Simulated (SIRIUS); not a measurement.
Crystal: MgB2.

```
CELL_PARAMETERS angstrom
0.00000 2.99364 2.99364
2.99364 0.00000 2.99364
2.99364 2.99364 0.00000
ATOMIC_POSITIONS crystal
Mg 0.00000 0.00000 0.00000
Mg 0.25000 0.25000 0.25000
B 0.62500 0.12500 0.62500
B 0.62500 0.62500 0.12500
B 0.12500 0.62500 0.62500
B 0.62500 0.62500 0.62500
```

The cell was built by a generator and needn't be a form met in nature.

Base run:

- Program: SIRIUS 7.10.0
- Functional: SOGGA
- Potentials or basis: PseudoDojo 0.4.1 PBE standard (scalar relativistic)
- Cutoff: 1152 eV
- Density cutoff: 4606 eV
- k mesh: 7 × 7 × 7
- Occupations: fermi-dirac, width 0.05 eV
- Spin: no spin polarisation

Its results: band gap on the k mesh none (metal or under the smearing width); pressure -2.7 GPa.

Task: After a change of settings the same cell gave: band gap on the k mesh none (metal or under the smearing width); pressure 5.4 GPa. Which change was it?
A. functional from SOGGA to BLYP; libxc names from ["XC_GGA_X_SOGGA", "XC_GGA_C_PBE"] to ["XC_GGA_X_B88", "XC_GGA_C_LYP"]
B. functional from SOGGA to PW91; libxc names from ["XC_GGA_X_SOGGA", "XC_GGA_C_PBE"] to ["XC_GGA_X_PW91", "XC_GGA_C_PW91"]
C. functional from SOGGA to RPBE; libxc names from ["XC_GGA_X_SOGGA", "XC_GGA_C_PBE"] to ["XC_GGA_X_RPBE", "XC_GGA_C_PBE"]
D. functional from SOGGA to AM05; libxc names from ["XC_GGA_X_SOGGA", "XC_GGA_C_PBE"] to ["XC_GGA_X_AM05", "XC_GGA_C_AM05"]

Result: A.

Caveats: the potentials were made for another functional, which shifts forces and pressure.

Runs at the PBE level aren't shown here.
